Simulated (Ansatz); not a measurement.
# Al4Pt5: the cost of one run

Method: DFT PBE, scalar-relativistic, plane waves, PAW, in Ansatz 0.2.0.

3 further runs of the same task are left out: 1 that didn't finish, 2 set aside as unsound or not needed.

**1. Starting point**

It takes space group Fm-3m (No. 225, cubic). Conventional cell: a = 4.041 Å, b = 4.041 Å, c = 4.041 Å, α = 90.00°, β = 90.00°, γ = 90.00°. Al (site symmetry m-3m) has 12 Al at 2.86 Å as nearest neighbours.

Structure file:

```cif
data_structure
_symmetry_space_group_name_H-M 'Fm-3m'
_symmetry_Int_Tables_number 225
_cell_length_a 4.0415
_cell_length_b 4.0415
_cell_length_c 4.0415
_cell_angle_alpha 90.000
_cell_angle_beta 90.000
_cell_angle_gamma 90.000
_cell_volume 66.01
loop_
_atom_site_label
_atom_site_type_symbol
_atom_site_symmetry_multiplicity
_atom_site_Wyckoff_symbol
_atom_site_fract_x
_atom_site_fract_y
_atom_site_fract_z
_atom_site_occupancy
Al1 Al 4 a 0.00000 0.00000 0.00000 1
```

This cell was relaxed beforehand with the same method: volume 16.50 Å³/atom, gap on the mesh none (metal).

**2. The 4/5 superlattice along [111]**

m/n counts planes of the exchanged element. Cell and atoms relax; the formation energy counts from both relaxed end members (-537.4996 eV an atom, and -12523.0108 eV an atom for Pt).

The cell holds 4 Al, 5 Pt: a = 2.830 Å, b = 2.830 Å, c = 20.794 Å, α = 90.00°, β = 90.00°, γ = 120.00°.

**3. Relaxation**

The input, input.yaml:

```yaml
crystal:
  lattice:
    - [2.8297133586, 0.0, 0.0]
    - [-1.4148566793, 2.450603654, 0.0]
    - [0.0, 0.0, 20.7940615407]
  atoms:
    - { symbol: Al, position: [0.0, 0.0, 0.0] }
    - { symbol: Al, position: [0.3333333333, 0.6666666667, 0.1111111111] }
    - { symbol: Al, position: [0.6666666667, 0.3333333333, 0.2222222222] }
    - { symbol: Al, position: [0.0, 1.0, 0.3333333333] }
    - { symbol: Pt, position: [0.3333333333, 0.6666666667, 0.4444444444] }
    - { symbol: Pt, position: [0.6666666667, 0.3333333333, 0.5555555556] }
    - { symbol: Pt, position: [0.0, 1.0, 0.6666666667] }
    - { symbol: Pt, position: [0.3333333333, 0.6666666667, 0.7777777778] }
    - { symbol: Pt, position: [0.6666666667, 0.3333333333, 0.8888888889] }
basis:
  ecutwfc: 420
kpoints:
  mp_grid: { grid: [12, 12, 2] }
hamiltonian:
  xc: pbe
scf:
  occupations: { method: gaussian, width: 0.1 }
output:
  forces: true
  stress: true
  eigenvalues: true
  populations: true
relax:
  adjacent_minimum: "off"
  f_tol: 0.01
  max_steps: 45
  cell: { stress_tol: 0.05 }
```

The run is started by

```
ansatz run input.yaml --threads 2 --pin off --max-ram 5120MiB --backend cpu --events-out ev --progress --plain --runs-dir out
```

**Question.** How long does this run take on 2 threads of Intel Xeon Platinum 8259CL at 2.50GHz (Skylake/Cascade Lake), shared host, and how much memory does it need?

About 1.7 min, with a peak of 0.63 GiB.
